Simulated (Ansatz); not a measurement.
# LiI: a nudged elastic band by PAW and LAPW

Aim: the energy along a path in LiI (atom 1 (Li) and its images move by one cell vector a), by PAW and LAPW. All periodic images move together. Both runs start alike, so that frozen cores can be judged against all electrons.

Method: DFT PBEsol, scalar-relativistic, in Ansatz 0.2.0.

### 1 The structure to begin with

The cell holds 2 atoms (ILi): a = 4.220 Å, b = 4.220 Å, c = 4.220 Å, α = 60.00°, β = 60.00°, γ = 60.00°.

Coordinates:

```cif
data_structure
_symmetry_space_group_name_H-M 'P 1'
_symmetry_Int_Tables_number 1
_cell_length_a 4.2203
_cell_length_b 4.2203
_cell_length_c 4.2203
_cell_angle_alpha 60.000
_cell_angle_beta 60.000
_cell_angle_gamma 60.000
_cell_volume 53.15
loop_
_atom_site_label
_atom_site_type_symbol
_atom_site_fract_x
_atom_site_fract_y
_atom_site_fract_z
_atom_site_occupancy
Li1 Li 0.00000 0.00000 0.00000 1
I1 I 0.50000 0.50000 0.50000 1
```

Structure from a Materials Project entry, not relaxed further.

### 2 PAW with frozen cores

File input.yaml:

```yaml
crystal:
  lattice:
    - [0.0, 2.9841774136, 2.9841774136]
    - [2.9841774136, 0.0, 2.9841774136]
    - [2.9841774136, 2.9841774136, 0.0]
  atoms:
    - { symbol: Li, position: [0.0, 0.0, 0.0] }
    - { symbol: I, position: [0.5, 0.5, 0.5] }
kpoints:
  mp_grid: { grid: [7, 7, 7] }
scf:
  occupations: { method: fermi_dirac, width: 0.02 }
hamiltonian:
  xc: pbesol
  pseudopotentials: { kind: paw }
output:
  forces: true
neb:
  images: 5
  f_tol: 0.05
  max_iterations: 40
  relax_end_points: true
  final_atoms:
    - { symbol: Li, position: [1.0, 0.0, 0.0] }
    - { symbol: I, position: [0.5, 0.5, 0.5] }
```

Run with:

```console
$ ansatz run input.yaml --threads 4 --pin off --max-ram 8192MiB --backend cpu --events-out ev --progress --plain --runs-dir out
```

The log of the run, cut to the lines that bear on the results:

```text
Warning: neb: disabling space-group detection — the band's intermediate images generally break the endpoint symmetry, so no spatial operation reduces the k-mesh or symmetrises the density, except that a semilocal band can use its path's symmetry ahead of convergence; time reversal is [...]
Warning: between the path's two end points as given, atom 0 moves 4.220 Å, but a periodic copy of its final position lies 0.000 Å from its initial position (atoms with a nearer copy: 1). The path is placed between the positions as given. If the final geometry was wrapped back into the [...]
Pseudopotentials: kind: paw
Pseudopotential: Li, paw, valence charge 3, recommended cutoff 420 eV (normal)
Pseudopotential: I, paw, valence charge 17, recommended cutoff 420 eV (normal)
Functional definition: PBEsol
[...]
parallel-image band execution: 4 concurrent image workers
NEB image 0
Crystal: 2 atoms, lattice volume = 53.150 Å³
Basis set: ecut = 420 eV, 1037 PW (Γ), exchange–correlation on 60×60×60 points (8 copies of the dense FFT grid, shifted against one another)
Bands: 14, of which v1, the nominal top of the filled ones, is band 10 counted from 1 (9 counted from 0)
Symmetry: 1 space group operations
k-points: 172 of 343 (time reversal used)
[...]
SCF iter   1: F=—  HF=-7637.721708 eV  |F-HF|=—  |Δ(HF+E_count)|=         —  Δρ=2.04e-3  dr2=2.21e-3  ethr=1.77e-3  ⟨swp⟩=6.5  Hψ=14789  notcnv=0
[...]
NSCF: frozen V_eff on 172 k-points
NEB image 6
[...]
NSCF: frozen V_eff on 172 k-points
NEB end point (image 0): max|allowed force component| = 4.837e-7 eV/Å (the criterion of neb.relax_end_points is 1.000e-2)
NEB end point (image 6): max|allowed force component| = 5.147e-7 eV/Å (the criterion of neb.relax_end_points is 1.000e-2)
NEB image 0, for its relaxation
[...]
NEB image 0, for its relaxation
[...]
NEB image 0, for its relaxation
[...]
NEB image 0, for its relaxation
[...]
NEB image 0, for its relaxation
[...]
NEB image 0, for its relaxation
[...]
NEB image 0, for its relaxation
[...]
NEB image 0, for its relaxation
[...]
NEB image 0
[...]
NSCF: frozen V_eff on 172 k-points
NEB end point (image 0): relaxed in 48 SCF iterations, -0.000000 eV lower, largest move of an atom 0.000 Å; tested for a saddle point, 0 escaped on the way
NEB image 6, for its relaxation
[...]
NEB image 6, for its relaxation
[...]
SCF iter   2: F=—  HF=-7637.719934 eV  |F-HF|=—  |Δ(HF+E_count)|=   3.79e-5  Δρ=2.18e-4  dr2=1.41e-5  ethr=7.36e-7  ⟨swp⟩=2.0  Hψ=3928  notcnv=0
```

### 3 More of the same log: atom 1 (Li) and its images move by one cell vector a

The log, continued, cut to the lines that bear on the results:

```text
SCF iter   3: F=—  HF=-7637.719939 eV  |F-HF|=—  |Δ(HF+E_count)|=   4.54e-6  Δρ=8.10e-5  dr2=1.66e-6  ethr=7.07e-8  ⟨swp⟩=2.0  Hψ=2649  notcnv=0
[...]
NEB image 6, for its relaxation
[...]
NEB image 6, for its relaxation
[...]
NEB image 6, for its relaxation
[...]
NEB image 6, for its relaxation
[...]
NEB image 6, for its relaxation
[...]
NEB image 6, for its relaxation
[...]
NEB image 6
[...]
NSCF: frozen V_eff on 172 k-points
NEB end point (image 6): relaxed in 48 SCF iterations, -0.000000 eV lower, largest move of an atom 0.000 Å; tested for a saddle point, 0 escaped on the way
NEB image 1
Symmetry: 4 space group operations
k-points: 64 of 343 (time reversal used)
[...]
NEB image 2
[...]
NEB image 3
[...]
NEB image 4
[...]
NEB image 5
[...]
NEB iter  10: max|band force component| = 3.156e-2 eV/Å  barrier→ = 0.4442 eV  barrier← = 0.4442 eV  CI = image 4  Δτ_max = 0.0000 Å  (84 SCF iters)
SCF converged after 3 iterations
Free energy (F): -7637.275748 eV
[...]
E sigma→0 (E₀):  -7637.275748 eV
Fermi energy:    6.160440 eV
[...]
--- Forces (eV/Å), atoms counted from 1 ---
  atom   1  Li     0.00081241     0.00069023     0.00069022
  atom   2  I     -0.00078785    -0.00068887    -0.00068889
[...]
--- Band table (eV; the first three rows and the last of 172) ---
  k-point 0: bands = ["-39.9647", "-39.4289", "-39.4289", "-39.3925", "-39.3925", "-39.3804", "-7.8034", "3.5203", "3.5208", "4.2416", "8.4905", "10.9364", "10.9369", "12.6638"]
[...]
this run last wrote the band of iteration 10 to <dir>; this run last wrote the band within `neb.f_tol` of iteration 9 to <dir>
--- NEB band (7 images, 10 band iterations, 394 SCF iterations, 96 more in tests of the images' electronic states and relaxations of end points) ---
```

### 4 More of the same log: atom 1 (Li) and its images move by one cell vector a

The log, continued:

```text
  forward barrier  = 0.444238 eV
  backward barrier = 0.444238 eV
  lagrangian_above_aufbau_ev (what the smearing adds, to first order; not taken off the barriers): saddle image -0.000000 eV, end points -0.000000 and -0.000000 eV
  climbing image's point = a first-order saddle point (lowest curvatures found: -2.49 and 12.24 eV/Å²)
  energies are F+E_penalty+E_count in eV, relative to image 0
  image     s (Å)  Δ vs image 0  max|band force component| (eV/Å)
      0    0.0000      0.000000                                 —
      1    0.6213      0.198225                          3.784e-4
      2    1.2427      0.435521                          3.156e-2
      3    1.8642      0.140119                          2.638e-3
  *   4    2.4866      0.444238                          1.171e-3
      5    3.0656      0.173044                          2.067e-3
      6    3.6456      0.000000                                 —
  saddle-point geometry (image 4):
  cell:  # Å, volume = 53.1501 Å³
    - [0.0, 2.9841774136, 2.9841774136]
    - [2.9841774136, 0.0, 2.9841774136]
    - [2.9841774136, 2.9841774136, 0.0]
  atoms:
    - { symbol: Li, position: [0.595514541832644, 0.07925967532830192, 0.07925967533514755] }
    - { symbol: I, position: [0.5711521248340226, 0.4207403246716983, 0.4207403246648522] }
```

Wall time 2.1 min (4 threads of Intel Xeon 6975P-C (Granite Rapids), shared host); peak memory 1.5 GiB.

### 5 What the band shows

Images 0 and 6 are the ends. Energies count from image 0; the path length is the program's own measure over all atoms.

| image | path (Å) | energy (eV) | Li1 x y z (Å) | I2 x y z (Å) | band force (eV/Å) |
| --- | --- | --- | --- | --- | --- |
| 0 | 0.000 | 0.0000 | 0.00 0.00 0.00 | 2.98 2.98 2.98 | - |
| 1 | 0.621 | 0.1982 | 0.25 0.50 0.50 | 2.73 2.98 2.98 | 0.000 |
| 2 | 1.243 | 0.4355 | 0.51 1.01 1.01 | 2.48 2.97 2.97 | 0.032 |
| 3 | 1.864 | 0.1401 | 0.74 1.52 1.52 | 2.24 2.96 2.96 | 0.003 |
| 4* | 2.487 | 0.4442 | 0.47 2.01 2.01 | 2.51 2.96 2.96 | 0.001 |
| 5 | 3.066 | 0.1730 | 0.24 2.50 2.50 | 2.75 2.97 2.97 | 0.002 |
| 6 | 3.646 | 0.0000 | 0.00 2.98 2.98 | 2.98 2.98 2.98 | - |

The star marks the climbing image.

image, energy (eV) and a bar:
```
        0      0.000 
        1      0.198 #############
        2      0.436 #############################
        3      0.140 #########
        4      0.444 ##############################
        5      0.173 ############
        6      0.000
```

The top of the band by iteration:

| iteration | highest image above image 0 (eV) | largest band force (eV/Å) |
| --- | --- | --- |
| 1 | 1.6972 | 0.000 |
| 2 | 1.6972 | 0.000 |
| 3 | 1.6226 | 0.732 |
| 4 | 1.3826 | 1.358 |
| 5 | 1.1166 | 1.614 |
| 6 | 0.5718 | 1.455 |
| 7 | 0.4441 | 0.580 |
| 8 | 0.4442 | 0.083 |
| 9 | 0.4442 | 0.032 |
| 10 | 0.4442 | 0.032 |

Positions of all images (Å):

```xyz
2
Lattice="0.000 2.984 2.984 2.984 0.000 2.984 2.984 2.984 0.000" Properties=species:S:1:pos:R:3 pbc="T T T" image=0 dE=0.0000
Li    0.000    0.000    0.000
I     2.984    2.984    2.984
2
Lattice="0.000 2.984 2.984 2.984 0.000 2.984 2.984 2.984 0.000" Properties=species:S:1:pos:R:3 pbc="T T T" image=1 dE=0.1982
Li    0.253    0.502    0.502
I     2.731    2.979    2.979
2
Lattice="0.000 2.984 2.984 2.984 0.000 2.984 2.984 2.984 0.000" Properties=species:S:1:pos:R:3 pbc="T T T" image=2 dE=0.4355
Li    0.505    1.006    1.006
I     2.479    2.973    2.973
2
Lattice="0.000 2.984 2.984 2.984 0.000 2.984 2.984 2.984 0.000" Properties=species:S:1:pos:R:3 pbc="T T T" image=3 dE=0.1401
Li    0.740    1.517    1.517
I     2.245    2.959    2.959
2
Lattice="0.000 2.984 2.984 2.984 0.000 2.984 2.984 2.984 0.000" Properties=species:S:1:pos:R:3 pbc="T T T" image=4 dE=0.4442
Li    0.473    2.014    2.014
I     2.511    2.960    2.960
2
Lattice="0.000 2.984 2.984 2.984 0.000 2.984 2.984 2.984 0.000" Properties=species:S:1:pos:R:3 pbc="T T T" image=5 dE=0.1730
Li    0.237    2.499    2.499
I     2.747    2.972    2.972
2
Lattice="0.000 2.984 2.984 2.984 0.000 2.984 2.984 2.984 0.000" Properties=species:S:1:pos:R:3 pbc="T T T" image=6 dE=0.0000
Li    0.000    2.984    2.984
I     2.984    2.984    2.984
```

### 6 Full-potential LAPW

Changes to input.yaml since step 2:

```diff
@@ -14,3 +14,3 @@
   xc: pbesol
-  pseudopotentials: { kind: paw }
+  pseudopotentials: { kind: all_electron, lapw: { basis_error: 0.001 } }
 output:
```

Run with:

```console
$ ansatz run input.yaml --threads 4 --pin off --max-ram 8192MiB --backend cpu --events-out ev --progress --plain --runs-dir out
```

The log of the run, cut to the lines that bear on the results:

```text
Warning: neb: disabling space-group detection — the band's intermediate images generally break the endpoint symmetry, so no spatial operation reduces the k-mesh or symmetrises the density, except that a semilocal band can use its path's symmetry ahead of convergence; time reversal is [...]
Warning: between the path's two end points as given, atom 0 moves 4.220 Å, but a periodic copy of its final position lies 0.000 Å from its initial position (atoms with a nearer copy: 1). The path is placed between the positions as given. If the final geometry was wrapped back into the [...]
LAPW: plane waves up to 5.985 Å⁻¹, error target 1.0e-3 eV per atom; small_component_spin mean_spin; Li in spheres of 1.192 Å, 3 of its electrons in bands, Dirac shells []; I in spheres of 1.702 Å, 25 of its electrons in bands, Dirac shells []
[...]
Pseudopotentials: kind: all_electron
Pseudopotential: Li, LAPW, valence charge 3, Koelling and Harmon's equation, gaussian nucleus
Pseudopotential: I, LAPW, valence charge 25, Koelling and Harmon's equation, gaussian nucleus
[... 1 set-up line as earlier in the session ...]
[...]
parallel-image band execution: 4 concurrent image workers
[...]
parallel-image band execution: 4 concurrent image workers
NEB image 0
Crystal: 2 atoms, lattice volume = 53.150 Å³
Basis set: ecut = 342.5465984901546 eV, 749 PW (Γ), exchange–correlation at level 2
Bands: 18, of which v1, the nominal top of the filled ones, is band 14 counted from 1 (13 counted from 0)
[... 1 set-up line as earlier in the session ...]
k-points: 172 of 343 (time reversal used)
[...]
SCF iter   1: F=—  HF=-193766.724271 eV  |F-HF|=—  |Δ(HF+E_count)|=         —  Δρ=7.06e-3  dr2=4.76e-2  ethr=1.69e-4  ⟨swp⟩=3.1  Hψ=21276  notcnv=0
[...]
NSCF: frozen V_eff on 172 k-points
NEB image 6
[...]
NSCF: frozen V_eff on 172 k-points
NEB end point (image 0): max|allowed force component| = 2.269e-14 eV/Å (the criterion of neb.relax_end_points is 1.000e-2)
NEB end point (image 6): max|allowed force component| = 2.702e-14 eV/Å (the criterion of neb.relax_end_points is 1.000e-2)
NEB image 0, for its relaxation
[...]
NEB image 0, for its relaxation
[...]
NEB image 0, for its relaxation
[...]
NEB image 0, for its relaxation
[...]
NEB image 0, for its relaxation
[...]
SCF iter   5: F=—  HF=-193766.722450 eV  |F-HF|=—  |Δ(HF+E_count)|=   5.51e-8  Δρ=8.98e-7  dr2=3.22e-10  ethr=2.00e-10  ⟨swp⟩=3.0  Hψ=8447  notcnv=0
```

### 7 More of the same log: atom 1 (Li) and its images move by one cell vector a, LAPW in place of PAW files

The log, continued, cut to the lines that bear on the results:

```text
SCF iter   6: F=-193766.722450 eV  HF=-193766.722450 eV  |F-HF|=1.16e-10  |Δ(HF+E_count)|=  4.07e-10  Δρ=7.00e-8  dr2=2.47e-12  ethr=1.94e-12 (applied; sched 1.15e-12)  ⟨swp⟩=3.0  Hψ=8593  notcnv=0
[...]
NEB image 0, for its relaxation
[...]
NEB image 0, for its relaxation
[...]
NEB image 0, for its relaxation
[...]
NEB image 0
[...]
NSCF: frozen V_eff on 172 k-points
NEB end point (image 0): relaxed in 41 SCF iterations, 0.000000 eV lower, largest move of an atom 0.000 Å; tested for a saddle point, 0 escaped on the way
NEB image 6, for its relaxation
[...]
NEB image 6, for its relaxation
[...]
NEB image 6, for its relaxation
[...]
NEB image 6, for its relaxation
[...]
NEB image 6, for its relaxation
[...]
NEB image 6, for its relaxation
[...]
NEB image 6, for its relaxation
[...]
NEB image 6, for its relaxation
SCF iter   1: F=—  HF=-193766.722532 eV  |F-HF|=—  |Δ(HF+E_count)|=         —  Δρ=2.68e-4  dr2=8.56e-5  ethr=3.06e-6  ⟨swp⟩=4.0  Hψ=11905  notcnv=0
[...]
```

### 8 The output, continued: atom 1 (Li) and its images move by one cell vector a, LAPW in place of PAW files

Output, continued, cut to the lines that bear on the results:

```text
SCF iter   2: F=—  HF=-193766.722497 eV  |F-HF|=—  |Δ(HF+E_count)|=   3.42e-5  Δρ=8.90e-5  dr2=5.18e-6  ethr=1.86e-8  ⟨swp⟩=2.0  Hψ=14317  notcnv=0
[...]
NEB image 6
[...]
NSCF: frozen V_eff on 172 k-points
NEB end point (image 6): relaxed in 41 SCF iterations, 0.000000 eV lower, largest move of an atom 0.000 Å; tested for a saddle point, 0 escaped on the way
NEB image 1
[... 1 set-up line as earlier in the session ...]
k-points: 64 of 343 (time reversal used)
[...]
NEB image 2
[...]
the basis was enlarged: its passes take 28.1 KiB over the memory plan, 1 of 1 planned eigensolver slots
[...]
NEB image 3
[...]
the basis was enlarged: its passes take 56.2 KiB over the memory plan, 1 of 1 planned eigensolver slots
[...]
NEB image 4
[...]
the basis was enlarged: its passes take 28.1 KiB over the memory plan, 1 of 1 planned eigensolver slots
[...]
NEB image 5
[...]
  climbing image's point = a first-order saddle point (lowest curvatures found: -2.49 and 12.23 eV/Å²)
  energies are F+E_penalty+E_count in eV, relative to image 0
  image     s (Å)  Δ vs image 0  max|band force component| (eV/Å)
      0    0.0000      0.000000                                 —
      1    0.5798      0.172555                          1.686e-3
  *   2    1.1588      0.443648                          7.554e-4
      3    1.7807      0.139701                          1.567e-3
      4    2.4021      0.434893                          4.615e-2
      5    3.0237      0.198101                          5.023e-4
      6    3.6455      0.000000                                 —
  saddle-point geometry (image 2):
  cell:  # Å, volume = 53.1501 Å³
    - [0.0, 2.9841774136, 2.9841774136]
    - [2.9841774136, 0.0, 2.9841774136]
    - [2.9841774136, 2.9841774136, 0.0]
  atoms:
    - { symbol: Li, position: [0.2459422262385825, 0.07925693027240235, 0.07925692441356871] }
    - { symbol: I, position: [0.5873911070947508, 0.4207430697275976, 0.4207430755864312] }
```

It took 14 min on 4 threads of Intel Xeon 6975P-C (Granite Rapids), shared host; peak memory 3.8 GiB.

### 9 What the band shows

The 5 inner images lie between the fixed ends 0 and 6. Energy is taken from image 0, and the path length is the program's own coordinate along the band.

| image | path (Å) | energy (eV) | Li1 x y z (Å) | I2 x y z (Å) | band force (eV/Å) |
| --- | --- | --- | --- | --- | --- |
| 0 | 0.000 | 0.0000 | 0.00 0.00 0.00 | 2.98 2.98 2.98 | - |
| 1 | 0.580 | 0.1726 | 0.24 0.49 0.49 | 2.75 3.00 3.00 | 0.002 |
| 2* | 1.159 | 0.4436 | 0.47 0.97 0.97 | 2.51 3.01 3.01 | 0.001 |
| 3 | 1.781 | 0.1397 | 0.74 1.47 1.47 | 2.24 3.01 3.01 | 0.002 |
| 4 | 2.402 | 0.4349 | 0.50 1.98 1.98 | 2.48 3.00 3.00 | 0.046 |
| 5 | 3.024 | 0.1981 | 0.25 2.48 2.48 | 2.73 2.99 2.99 | 0.001 |
| 6 | 3.645 | 0.0000 | 0.00 2.98 2.98 | 2.98 2.98 2.98 | - |

The star marks the climbing image.

image, energy (eV) and a bar:
```
        0      0.000 
        1      0.173 ############
        2      0.444 ##############################
        3      0.140 #########
        4      0.435 #############################
        5      0.198 #############
        6      0.000
```

### 10 Results

| quantity | value |
| --- | --- |
| PAW: barrier forwards | 0.44 eV |
| PAW: barrier backwards | 0.44 eV |
| PAW: second end relative to first | 0.000 eV |
| PAW: highest image | 4 of 0 to 6, climbing |
| PAW: band iterations | 10 |
| LAPW: barrier forwards | 0.44 eV |
| LAPW: barrier backwards | 0.44 eV |
| LAPW: second end relative to first | 0.000 eV |
| LAPW: highest image | 2 of 0 to 6, climbing |
| LAPW: band iterations | 10 |

In words: PAW: Along this path the system climbs 0.44 eV from the first end (17 kT at 300 K). The two ends lie within 1 meV of each other. Image 3 sits in a dip between two rises: the path passes through another minimum, and each half would need a band of its own. The program found one negative curvature at the climbing image, so it is a first-order saddle. LAPW: The barrier from the first end is 0.44 eV, 17 times kT at 300 K. One curvature at the top is negative and the next is not: a first-order saddle point. The highest points differ by 1 meV between the methods. Since every periodic image moves, this is not the barrier of a lone defect. The price, with the outputs that each input asks for: 14 min for LAPW against 2.1 min for PAW, about 7 to one.
